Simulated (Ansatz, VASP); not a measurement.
**One calculation of Sn, two programs**

```
Sn
1.0
    -1.74308    1.74308    1.81887
     1.74308   -1.74308    1.81887
     1.74308    1.74308   -1.81887
Sn
1
Direct
  0.00000 0.00000 0.00000
```

Change from the starting cell: strain -0.080 along x and y, -0.040 along z, atoms carried along.

Alike in both runs: task single point; functional PBEsol; dispersion D3(BJ); k mesh 18 × 18 × 18; occupations gaussian, width 0.15 eV; no spin polarisation.

|  | VASP | Ansatz |
| --- | --- | --- |
| version | VASP 6.6.1 | Ansatz 0.2.0 |
| potentials or method | VASP PAW PBE potentials, release 64 (Sn_d) | scalar-relativistic, plane waves, PAW |
| plane-wave cutoff (eV) | 520 | 420 |
| valence electrons in the cell | 14 | 14 |

```tsv
	VASP	Ansatz	Ansatz less VASP
gap on the k mesh at the Fermi level (eV)	none	none	-
pressure (GPa)	10.4	10.4	+0.06
largest component of the traceless stress (GPa)	0.09	0.08	0.000
```

A gap of «none» marks a metal or a gap that the smearing closes.

Caveats: the PAW data sets were made with another functional, which shifts forces and pressure a little (VASP); pairwise dispersion overbinds metals, which lowers pressure and volume.
